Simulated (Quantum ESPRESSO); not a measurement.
SnSe: band structure with PBE

Crystal: SnSe.

```
CELL_PARAMETERS angstrom
11.42000 0.00000 0.00000
0.00000 4.19000 0.00000
0.00000 0.00000 4.46000
ATOMIC_POSITIONS crystal
Sn 0.87700 0.75000 0.90900
Sn 0.62300 0.25000 0.40900
Sn 0.37700 0.75000 0.59100
Sn 0.12300 0.25000 0.09100
Se 0.64300 0.75000 0.98400
Se 0.85700 0.25000 0.48400
Se 0.14300 0.75000 0.51600
Se 0.35700 0.25000 0.01600
```

```json
{
  "Program": "Quantum ESPRESSO 7.5",
  "Task": "band structure",
  "Functional": "PBE",
  "Potentials or basis": "GBRV 1.5 PBE",
  "Cutoff": "612 eV",
  "Density cutoff": "4898 eV",
  "k mesh": "3 × 6 × 6",
  "Occupations": "fermi-dirac, width 0.05 eV",
  "Spin": "no spin polarisation",
  "Mixing beta": "0.5",
  "Most SCF iterations": "120",
  "SCF threshold": "1.6e-09 Ry"
}
```

```
Largest force           : 0.318 eV/Å
Band gap on the k mesh  : 0.54 eV, indirect (least direct gap 0.71 eV)
Band gap along the path : 0.62 eV, indirect (least direct gap 0.71 eV)
```

Forces on the atoms (eV/Å):
```
Sn   0.317  0.000 -0.016
Sn  -0.317  0.000 -0.016
Sn   0.317  0.000  0.016
Sn  -0.317  0.000  0.016
Se  -0.265  0.000  0.025
Se   0.265  0.000  0.025
Se  -0.265  0.000 -0.025
Se   0.265  0.000 -0.025
```

Levels at the corners of the path, in eV from the valence-band top:
```
point  band 37  band 38  band 39  band 40  band 41  band 42  band 43  band 44
    Γ    -1.47    -1.11    -0.70    -0.48     0.87     3.04     3.12     3.15
    X    -0.94    -0.94    -0.67    -0.67     0.99     0.99     1.47     1.47
    S    -2.17    -2.17    -1.44    -1.44     2.94     2.94     3.20     3.20
    Y    -0.70    -0.70    -0.23    -0.23     1.34     1.34     1.66     1.66
    Γ    -1.47    -1.11    -0.70    -0.48     0.87     3.04     3.12     3.15
    Z    -1.75    -1.75    -0.55    -0.55     2.72     2.72     2.91     2.91
    U    -0.93    -0.93    -0.93    -0.93     1.48     1.48     1.48     1.48
    R    -1.45    -1.45    -1.45    -1.45     2.70     2.70     2.70     2.70
    T    -0.47    -0.47    -0.21    -0.21     1.33     1.33     1.68     1.68
    Z    -1.75    -1.75    -0.55    -0.55     2.72     2.72     2.91     2.91
    Y    -0.70    -0.70    -0.23    -0.23     1.34     1.34     1.66     1.66
    T    -0.47    -0.47    -0.21    -0.21     1.33     1.33     1.68     1.68
    U    -0.93    -0.93    -0.93    -0.93     1.48     1.48     1.48     1.48
    X    -0.94    -0.94    -0.67    -0.67     0.99     0.99     1.47     1.47
    S    -2.17    -2.17    -1.44    -1.44     2.94     2.94     3.20     3.20
    R    -1.45    -1.45    -1.45    -1.45     2.70     2.70     2.70     2.70
```

Wall time 12 min on 2 MPI ranks on Arm Neoverse V1, with other jobs on the host, peak memory 0.94 GiB a rank.

The gap isn't set beside the measured one, since this odd mesh misses points on the zone boundary.

Caveat: the cutoff lies well under what these potentials need, so the values aren't converged; spin-orbit coupling is left out, which moves the levels of the heavy elements.
